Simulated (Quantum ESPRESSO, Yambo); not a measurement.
# WS2 (2H monolayer): G0W0 with Yambo, start to end, part 2 of 3

How does a plane-wave GW calculation on WS2 (2H monolayer) run from the first input to the gap?

Quantum ESPRESSO 7.5 and Yambo 5.3.0; PBE and many-body steps on it, plane waves. Known limits of the many-body steps: not at the basis limit; no spin-orbit coupling.

So far. Step 3 (Ground state): The gap is direct, at (0.333, 0.333, 0.000).

**4. Bands along the symmetry lines**

Level of this step: DFT, PBE, plane waves, norm-conserving pseudopotentials (Quantum ESPRESSO).

Levels along a band path, at the cheap level, show where the edges lie and whether the meshes to come will hold them.

Input file pw.in:

```
&control
  calculation = 'bands'
  prefix = 'x'
  outdir = 'o'
  pseudo_dir = 'pseudo'
/
&system
  ibrav = 0
  nat = 3
  ntyp = 2
  ecutwfc = 62.0
  nbnd = 19
  force_symmorphic = .true.
/
&electrons
  conv_thr = 1e-9
  electron_maxstep = 80
  diago_full_acc = .true.
  diago_thr_init = 5e-6
/
ATOMIC_SPECIES
  W 183.84 W.upf
  S 32.06 S.upf
CELL_PARAMETERS angstrom
  3.1869316859 0.0000000000 0.0000000000
  -1.5934658430 2.7599638001 0.0000000000
  0.0000000000 0.0000000000 16.0000000000
ATOMIC_POSITIONS crystal
  W 0.3333333333 0.6666666667 0.5000000000
  S 0.6666666667 0.3333333333 0.5982131477
  S 0.6666666667 0.3333333333 0.4017868523
K_POINTS crystal
  25
  0.00000000 0.00000000 0.00000000 1
  0.06250000 0.00000000 0.00000000 1
  0.12500000 0.00000000 0.00000000 1
  0.18750000 0.00000000 0.00000000 1
  0.25000000 0.00000000 0.00000000 1
  0.31250000 0.00000000 0.00000000 1
  0.37500000 0.00000000 0.00000000 1
  0.43750000 0.00000000 0.00000000 1
  0.50000000 0.00000000 0.00000000 1
  0.47916667 0.04166667 0.00000000 1
  0.45833333 0.08333333 0.00000000 1
  0.43750000 0.12500000 0.00000000 1
  0.41666666 0.16666666 0.00000000 1
  0.39583333 0.20833333 0.00000000 1
  0.37500000 0.25000000 0.00000000 1
  0.35416666 0.29166666 0.00000000 1
  0.33333333 0.33333333 0.00000000 1
  0.29166666 0.29166666 0.00000000 1
  0.25000000 0.25000000 0.00000000 1
  0.20833333 0.20833333 0.00000000 1
  0.16666666 0.16666666 0.00000000 1
  0.12500000 0.12500000 0.00000000 1
  0.08333333 0.08333333 0.00000000 1
  0.04166667 0.04166667 0.00000000 1
  0.00000000 0.00000000 0.00000000 1
```

Run with:

```sh
$ OMP_NUM_THREADS=1 mpirun -n 8 pw.x -nk 8 -in pw.in > pw.out
```

Output:

```text
[banner, memory and clock lines left out]
Program PWSCF v.7.5 starts

     Atomic positions and unit cell read from directory:
     o/x.save/

     Message from routine setup:
     using ibrav=0 with symmetry is DISCOURAGED, use correct ibrav instead

     G-vector sticks info

     bravais-lattice index     =            0
     lattice parameter (alat)  =       6.0224  a.u.
     unit-cell volume          =     949.7137 (a.u.)^3
     number of atoms/cell      =            3
     number of atomic types    =            2
     number of electrons       =        26.00
     number of Kohn-Sham states=           19
     kinetic-energy cutoff     =      62.0000  Ry
     charge density cutoff     =     248.0000  Ry
     Exchange-correlation= PBE
                           (   1   4   3   4   0   0   0)

     celldm(1)=   6.022428  celldm(2)=   0.000000  celldm(3)=   0.000000
     celldm(4)=   0.000000  celldm(5)=   0.000000  celldm(6)=   0.000000

     crystal axes: (cart. coord. in units of alat)
               a(1) = (   1.000000   0.000000   0.000000 )
               a(2) = (  -0.500000   0.866025   0.000000 )
               a(3) = (   0.000000   0.000000   5.020503 )

     reciprocal axes: (cart. coord. in units 2 pi/alat)
               b(1) = (  1.000000  0.577350 -0.000000 )
               b(2) = (  0.000000  1.154701  0.000000 )
               b(3) = (  0.000000 -0.000000  0.199183 )
     Pseudo is Norm-conserving + core correction, Zval = 14.0
     Generated using ONCVPSP code by D. R. Hamann
     Using radial grid of 1396 points,  8 beta functions with:
     Pseudo is Norm-conserving + core correction, Zval =  6.0
     Generated using ONCVPSP code by D. R. Hamann
     Using radial grid of 1146 points,  6 beta functions with:
     W                14.00   183.84000     W ( 1.00)
     S                 6.00    32.06000     S ( 1.00)

     12 Sym. Ops. (no inversion) found

   Cartesian axes

     site n.     atom                  positions (alat units)
         1        W      tau(   1) = (  -0.0000000   0.5773503   2.5102515  )
         2        S      tau(   2) = (   0.5000000   0.2886751   3.0033309  )
         3        S      tau(   3) = (   0.5000000   0.2886751   2.0171721  )

     number of k points=    25
                       cart. coord. in units 2pi/alat
        k(    1) = (   0.0000000   0.0000000   0.0000000), wk =   0.0800000
        k(    2) = (   0.0625000   0.0360844   0.0000000), wk =   0.0800000
        k(    3) = (   0.1250000   0.0721688   0.0000000), wk =   0.0800000
[...]
[... 13 further rows ...]
        k(   24) = (   0.0416667   0.0721688   0.0000000), wk =   0.0800000
        k(   25) = (   0.0000000   0.0000000   0.0000000), wk =   0.0800000

     Dense  grid:    62407 G-vectors     FFT dimensions: (  32,  32, 160)

     The potential is recalculated from file :
     o/x.save/charge-density

     Starting wfcs are   18 randomized atomic wfcs +    1 random wfcs

     Band Structure Calculation

     End of band structure calculation

          k = 0.0000 0.0000 0.0000 (  7833 PWs)   bands (ev):

   -73.4103 -37.6400 -37.4886 -37.4886 -14.0833 -12.4618  -5.6711  -2.1899
    -2.1899  -1.4559  -0.9676  -0.9676   0.6068   3.5180   3.5180   3.6644
     3.6644   5.5754   6.2014

          k = 0.0625 0.0361 0.0000 (  7839 PWs)   bands (ev):

   -73.4096 -37.6377 -37.5013 -37.4915 -14.0192 -12.4381  -5.5937  -2.3622
[...]
3.6407   5.7608   6.4073

          k = 0.1250 0.0722 0.0000 (  7867 PWs)   bands (ev):

[...]
3.9549   6.1011   6.4901

[...]
k = 0.0417 0.0722 0.0000 (  7841 PWs)   bands (ev):

[...]
3.6836   5.8107   6.2907

          k = 0.0000 0.0000 0.0000 (  7833 PWs)   bands (ev):

   -73.4103 -37.6400 -37.4886 -37.4886 -14.0833 -12.4618  -5.6711  -2.1899
    -2.1899  -1.4559  -0.9676  -0.9676   0.6068   3.5180   3.5180   3.6644
     3.6644   5.5754   6.2014

     XML data file, pseudopotentials, collected wavefunctions
```

The job ended after 3.6 s (8 MPI ranks of Arm Neoverse V2, shared host; peak memory 0.6 GiB).

This step gave:

- gap: 1.811 eV
- k of the valence top: 0.3333, 0.3333, 0
- k of the conduction bottom: 0.3333, 0.3333, 0
- least direct gap: 1.811 eV

The gap is 1.811 eV, as in the run before at this level.

Electronic bands along the path, in eV, zero at the top of the highest filled band:

```
  point  band 10  band 11  band 12  band 13  band 14  band 15  band 16  band 17
      Γ    -2.10    -1.62    -1.62    -0.04     2.87     2.87     3.02     3.02
halfway    -2.67    -2.01    -1.65    -0.85     2.31     2.53     3.14     4.07
      M    -3.39    -2.12    -1.28    -0.92     2.84     3.28     4.03     4.69
halfway    -3.42    -2.79    -2.14    -0.43     2.52     3.54     3.81     4.75
      K    -3.88    -3.23    -2.37     0.00     1.81     3.33     4.01     5.49
halfway    -3.42    -2.27    -1.37    -0.85     2.02     2.78     2.97     4.52
      Γ    -2.10    -1.62    -1.62    -0.04     2.87     2.87     3.02     3.02
```

**5. Empty states on the mesh, 6×6×1 mesh, 65 bands**

The sums over transitions need many empty states on a uniform mesh; this step solves for them.

Input file pw.in:

```
&control
  calculation = 'nscf'
  prefix = 'x'
  outdir = 'o'
  pseudo_dir = 'pseudo'
/
&system
  ibrav = 0
  nat = 3
  ntyp = 2
  ecutwfc = 62.0
  nbnd = 65
  force_symmorphic = .true.
/
&electrons
  conv_thr = 1e-9
  electron_maxstep = 80
  diago_full_acc = .true.
  diago_thr_init = 5e-6
/
ATOMIC_SPECIES
  W 183.84 W.upf
  S 32.06 S.upf
CELL_PARAMETERS angstrom
  3.1869316859 0.0000000000 0.0000000000
  -1.5934658430 2.7599638001 0.0000000000
  0.0000000000 0.0000000000 16.0000000000
ATOMIC_POSITIONS crystal
  W 0.3333333333 0.6666666667 0.5000000000
  S 0.6666666667 0.3333333333 0.5982131477
  S 0.6666666667 0.3333333333 0.4017868523
K_POINTS automatic
  6 6 1 0 0 0
```

Run with:

```sh
$ OMP_NUM_THREADS=1 mpirun -n 8 pw.x -nk 4 -in pw.in > pw.out
```

Output:

```text
[banner, memory and clock lines left out]
Program PWSCF v.7.5 starts

     Atomic positions and unit cell read from directory:
     o/x.save/

     Message from routine setup:
     using ibrav=0 with symmetry is DISCOURAGED, use correct ibrav instead

     bravais-lattice index     =            0
     lattice parameter (alat)  =       6.0224  a.u.
     unit-cell volume          =     949.7137 (a.u.)^3
     number of atoms/cell      =            3
     number of atomic types    =            2
     number of electrons       =        26.00
     number of Kohn-Sham states=           65
     kinetic-energy cutoff     =      62.0000  Ry
     charge density cutoff     =     248.0000  Ry
     Exchange-correlation= PBE
                           (   1   4   3   4   0   0   0)

     celldm(1)=   6.022428  celldm(2)=   0.000000  celldm(3)=   0.000000
     celldm(4)=   0.000000  celldm(5)=   0.000000  celldm(6)=   0.000000

     crystal axes: (cart. coord. in units of alat)
               a(1) = (   1.000000   0.000000   0.000000 )
               a(2) = (  -0.500000   0.866025   0.000000 )
               a(3) = (   0.000000   0.000000   5.020503 )

     reciprocal axes: (cart. coord. in units 2 pi/alat)
               b(1) = (  1.000000  0.577350 -0.000000 )
               b(2) = (  0.000000  1.154701  0.000000 )
               b(3) = (  0.000000 -0.000000  0.199183 )
     Pseudo is Norm-conserving + core correction, Zval = 14.0
     Generated using ONCVPSP code by D. R. Hamann
     Using radial grid of 1396 points,  8 beta functions with:
     Pseudo is Norm-conserving + core correction, Zval =  6.0
     Generated using ONCVPSP code by D. R. Hamann
     Using radial grid of 1146 points,  6 beta functions with:
     W                14.00   183.84000     W ( 1.00)
     S                 6.00    32.06000     S ( 1.00)

     12 Sym. Ops. (no inversion) found

   Cartesian axes

     site n.     atom                  positions (alat units)
         1        W      tau(   1) = (  -0.0000000   0.5773503   2.5102515  )
         2        S      tau(   2) = (   0.5000000   0.2886751   3.0033309  )
         3        S      tau(   3) = (   0.5000000   0.2886751   2.0171721  )

     number of k points=     7
                       cart. coord. in units 2pi/alat
        k(    1) = (   0.0000000   0.0000000   0.0000000), wk =   0.0555556
        k(    2) = (   0.0000000   0.1924501   0.0000000), wk =   0.3333333
        k(    3) = (   0.0000000   0.3849002   0.0000000), wk =   0.3333333
        k(    4) = (   0.0000000  -0.5773503   0.0000000), wk =   0.1666667
        k(    5) = (   0.1666667   0.2886751   0.0000000), wk =   0.3333333
        k(    6) = (   0.1666667   0.4811252   0.0000000), wk =   0.6666667
        k(    7) = (   0.3333333   0.5773503   0.0000000), wk =   0.1111111

     Dense  grid:    62407 G-vectors     FFT dimensions: (  32,  32, 160)

     The potential is recalculated from file :
     o/x.save/charge-density

     Starting wfcs are   18 randomized atomic wfcs +   47 random wfcs

     Band Structure Calculation

     End of band structure calculation

          k = 0.0000 0.0000 0.0000 (  7833 PWs)   bands (ev):

   -73.4103 -37.6400 -37.4886 -37.4886 -14.0833 -12.4618  -5.6711  -2.1899
    -2.1899  -1.4559  -0.9676  -0.9676   0.6068   3.5180   3.5180   3.6644
     3.6644   5.5754   6.1880   6.2014   7.5642   9.2387   9.3798  10.9645
[...]
28.0017

          k = 0.0000 0.1925 0.0000 (  7875 PWs)   bands (ev):

[...]
29.6909

          k = 0.0000 0.3849 0.0000 (  7849 PWs)   bands (ev):

[...]
22.8248  23.5976  24.0345  24.1017  24.6015  24.8858  25.1696  26.0541
    26.1369  26.8727  26.9562  27.3946  27.6444  28.2501  28.9000  29.1071
    29.1360

          k = 0.0000-0.5774 0.0000 (  7782 PWs)   bands (ev):

     [... further k-points ...]

     highest occupied, lowest unoccupied level (ev):     0.6479    2.4592

     XML data file, pseudopotentials, collected wavefunctions
```

Elapsed: 4.1 s, on 8 MPI ranks; peak memory 0.58 GiB.

Numbers from this step:

| Quantity | Value |
| --- | --- |
| gap | 1.811 eV |
| k of the valence top | 0.3333, 0.3333, 0 |
| k of the conduction bottom | 0.3333, 0.3333, 0 |
| least direct gap | 1.811 eV |
| k points computed | 7 |
| lowest point of the top converged band, above the valence top | 27.35 eV |

On this mesh the gap is 1.811 eV.

**6. Conversion and set-up**

This step: Yambo 5.3.0; conversion and set-up on PBE, plane waves, norm-conserving pseudopotentials.

The states are converted to the many-body program's format and the q mesh is built.

Run with:

```sh
$ (cd o/x.save; p2y > p2y.log; mv SAVE ../..); yambo > setup.log
```

Output:

```text
 Yambo, version 5.3.0

 [02] CORE Variables Setup
 =========================

  [02.01] Unit cells
  ==================

  Cell kind             :  HCP
  Atoms in the cell     :  W  S
  number of W  atoms    :  1
  number of S  atoms    :  2

  List of atomic masses
  Mass of W     :  183.8400
  Mass of S     :  32.06000

  List of atomic coordinates    : [cc]
  W1       : -0.36411E-09   3.4771       15.118      order 1
  S1       :   3.01121   1.73853  18.08734  order 2
  S2       :   3.01121   1.73853  12.14827  order 3

  Alat factors          :   6.02243   5.21558  30.23562 [a.u.]
  Direct lattice volume :  949.7137 [a.u.]
  Direct lattice vectors:  A[ 1 ]  A[ 2 ]  A[ 3 ]
   A[ 1 ]:  1.000000  0.000000  0.000000  [iru]
   6.022428  0.000000  0.000000  [cc]
   A[ 2 ]: -0.500000  1.000000  0.000000  [iru]
  -3.011214  5.215576  0.000000  [cc]
   A[ 3 ]:  0.000000  0.000000  1.000000  [iru]
    0.00000   0.00000  30.23562  [cc]

  Recip. lattice volume :  0.261184 [a.u.]
  Recip. lattice vectors:  B[ 1 ]  B[ 2 ]  B[ 3 ]
   B[ 1 ]:  1.000000  0.500000  0.000000  [iku]
   1.043298  0.602348 -0.000000  [cc]
   B[ 2 ]:  0.000000  1.000000  0.000000  [iku]
   0.000000  1.204696  0.000000  [cc]
   B[ 3 ]:  0.000000  0.000000  1.000000  [iku]
   0.000000 -0.000000  0.207807  [cc]

  [02.02] Symmetries
  ==================

  Inversion symmetry    : yes
  Spatial inversion     : no
  Inversion index       :  13
  K-space Time-reversal : yes
  Magnetic symmetries   : no
  Time-reversal derived K-space symmetries:  13  24
  Group table correct   : yes
  Symmetries units      :  [cc]

   [S  1]:   1.0000       0.0000       0.0000      0.34444E-16   1.0000       0.0000       0.0000       0.0000       1.0000
   [S  2]:  -1.0000       0.0000       0.0000     -0.36232E-10   1.0000       0.0000       0.0000       0.0000      -1.0000
   [S  3]: -0.500000  0.866025  0.000000 -0.866025 -0.500000  0.000000  0.000000  0.000000  1.000000
[...]
[S  9]: -0.500000 -0.866025  0.000000  0.866025 -0.500000  0.000000  0.000000  0.000000 -1.000000
   [S 10]: -0.500000  0.866025  0.000000 -0.866025 -0.500000  0.000000  0.000000  0.000000 -1.000000
     [... 12 further rows ...]
   [S*23]: -0.500000 -0.866025 -0.000000 -0.866025  0.500000 -0.000000 -0.000000 -0.000000 -1.000000
   [S*24]: -0.500000  0.866025 -0.000000  0.866025  0.500000 -0.000000 -0.000000 -0.000000 -1.000000

  [02.03] Reciprocal space
  ========================

  nG shells         :  3087
  nG charge         :   62407
  nG WFs            :   9967
  nC WFs            :   7875
  G-vecs. in first 80 shells:  [ Number ]
    1   3   5   7   9  11  17  29  31
    43   55   57   69   81   83   95   97  109
   121  123  129  141  153  165  177  189  191
[...]
767   779   791   803   815   839   851   863
  ...
  Shell energy in first 80 shells:  [ mHa ]
[...]
K/Q-points units:
  rlu = crystal or reduced units; cc = cartesian coordinates; iku = interal k-units

  K [1]          [rlu]:  0.000000  0.000000  0.000000
         WF components:   7833
  K [2]          [rlu]:  0.000000  0.166667  0.000000
         WF components:   7875
  K [3]          [rlu]:  0.000000  0.333333  0.000000
         WF components:   7849
  K [4]          [rlu]:  0.000000 -0.500000  0.000000
         WF components:   7782
  K [5]          [rlu]:  0.166667  0.166667  0.000000
         WF components:   7857
  K [6]          [rlu]:  0.166667  0.333333  0.000000
         WF components:   7798
  K [7]          [rlu]:  0.333333  0.333333  0.000000
         WF components:   7764

  [02.05] Energies & Occupations
  ==============================

  [X] === General ===
  [X] Electronic Temperature                        :  0.000000  0.000000 [eV K]
  [X] Bosonic    Temperature                        :  0.000000  0.000000 [eV K]
  [X] Finite Temperature mode                       : no
  [X] El. density                                   :  0.18475E+24 [cm-3]
  [X] Fermi Level                                   :  0.647895 [eV]

  [X] === Gaps and Widths ===
  [X] Conduction Band Min                           :  1.811258 [eV]
  [X] Valence Band Max                              :  0.000000 [eV]
  [X] Filled Bands                                  :  13
  [X] Empty Bands                                   :   14   65
  [X] Direct Gap                                    :  1.811258 [eV]
  [X] Direct Gap localized at k                     :   7
  [X] Indirect Gap                                  :  1.811258 [eV]
  [X] Indirect Gap between kpts                     :   7   7
  [X] Last valence band width                       :  1.187908 [eV]
  [X] 1st conduction band width                     :  1.058884 [eV]

  E @ K [1]:  [eV]
  -74.05814 -38.28787 -38.13647 -38.13647 -14.73115 -13.10969  -6.31897  -2.83783
[...]
occ @ K [1]
[...]
E @ K [2]:  [eV]
[...]
occ @ K [2]
[...]
E @ K [3]:  [eV]
[...]
occ @ K [3]
[...]
E @ K [4]:  [eV]
[...]
occ @ K [4]
[...]
E @ K [5]:  [eV]
[...]
occ @ K [5]
[...]
E @ K [6]:  [eV]
[...]
occ @ K [6]
[...]
E @ K [7]:  [eV]
[...]
occ @ K [7]
[...]
0.000000  0.000000  0.000000  0.000000  0.000000  0.000000  0.000000  0.000000
   0.000000  0.000000  0.000000  0.000000  0.000000  0.000000  0.000000  0.000000

 [03] Transferred momenta grid and indexing
 ==========================================

 IBZ Q-points                                      :   7
 BZ  Q-points                                      :   36

 K/Q-points units:
 rlu = crystal or reduced units; cc = cartesian coordinates; iku = interal k-units

 Q [1]          [rlu]:  0.000000  0.000000  0.000000
 Q [2]          [rlu]:  0.66288E-17  0.16667       0.0000
 Q [3]          [rlu]:  0.13258E-16  0.33333       0.0000
 Q [4]          [rlu]: -0.19887E-16 -0.50000       0.0000
 Q [5]          [rlu]:  0.166667  0.166667  0.000000
 Q [6]          [rlu]:  0.166667  0.333333  0.000000
 Q [7]          [rlu]:  0.333333  0.333333  0.000000

  [03.01] X indexes
  =================

   [03.01.01] Sigma indexes
   ========================

 [06] Game Over & Game summary
```

Run time: 2.3 s. Hardware: 1 MPI rank; peak memory 0.25 GiB.

(Continued in part 3 of 3.)

[Paths, hosts, dates, memory and timing lines, banners, echoed tables and standing remarks are left out of the program output.]

[Logs are printed without paths, hosts, clocks, repeated set-up lines and the standing remarks that a program may print on its own settings, such as how far it seeks lower states.]

[Runs of the session that timed out or met a known fault of the program may be left out.]

[Hosts, paths, dates, database ids (printed as entryN), source tags and the programs' standing remarks are cut or masked in the printed files.]
